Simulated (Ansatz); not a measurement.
AlAs (started from an entry of an open crystallographic database), relaxed with r2SCAN, was run in the plane-wave code Ansatz under altered settings. All numbers are computed, without spin polarisation but where a row says otherwise.

```yaml
crystal:
  lattice:
    - [0.00000, 2.83893, 2.83893]
    - [2.83893, 0.00000, 2.83893]
    - [2.83893, 2.83893, 0.00000]
  atoms:
    - { symbol: Al, position: [0.00000, 0.00000, 0.00000] }
    - { symbol: As, position: [0.25000, 0.25000, 0.25000] }
```

The base run's other keys:
```yaml
kpoints:
  mp_grid: { grid: [4, 4, 4] }
hamiltonian:
  xc: hse06
scf:
  occupations: { method: fixed }
  n_extra_bands: 4
```

It takes 12 iterations with 893 plane waves at 420 eV and 8 k points, and leaves a mean stress of +0.47 GPa. The gap over this mesh is 2.104 eV.

Outcomes, with energy and stress as changes against the base:
```tsv
setting	outcome	ΔF (meV/atom)	Δ mean stress (GPa)	gap on the mesh (eV)	iterations
PBE hybrid, exx coeff 0.75, omega 0.1 1/Å	converged	–	-3.3	4.494	15
PBE hybrid, exx coeff -0.2, omega 0.3 1/Å	refused	–	–	–	–
PBE hybrid, exx coeff 0.75, unscreened	converged	–	-3.2	5.646	15
hamiltonian.xc: lc_wpbe	converged	–	-3.0	6.417	14
scf.mixing.ndim: 2	converged	0.0	0.0	2.104	14
```
A dash marks a value that wasn't obtained or can't be compared. Stress is positive in compression.

- PBE hybrid, exx coeff 0.75, omega 0.1 1/Å. That is 75 % exact exchange, screened with ω = 0.1 1/Å, against HSE06's 25 % screened at 0.208 1/Å. The mean stress moves by -3.3 GPa and the gap on the mesh by +2.390 eV (to 4.494). Totals of different functionals aren't comparable. The program warns that on this mesh the truncation of the exchange isn't bounded, so part of the change can be an error of the mesh.
- PBE hybrid, exx coeff -0.2, omega 0.3 1/Å. It is rejected at once. Error: invalid value for `hamiltonian.xc.exx.coeff`: must be finite and in (0, 1]; got -0.2
- PBE hybrid, exx coeff 0.75, unscreened. That is 75 % exact exchange, at all ranges, against HSE06's 25 % screened at 0.208 1/Å. The mean stress moves by -3.2 GPa and the gap on the mesh by +3.542 eV (to 5.646). Totals of different functionals aren't comparable.
- hamiltonian.xc: lc_wpbe. The mean stress moves by -3.0 GPa and the gap on the mesh by +4.314 eV (to 6.417). It's another functional on the same cell, so totals aren't comparable.

Within 1 meV an atom, 0.1 GPa and 0.005 eV of the base stay: scf.mixing.ndim: 2.

Spin-orbit coupling is left out.

The stress of a hybrid is loosely converged in these runs.

The meshes of the hybrids are coarse, so their gaps aren't converged to the digits shown.
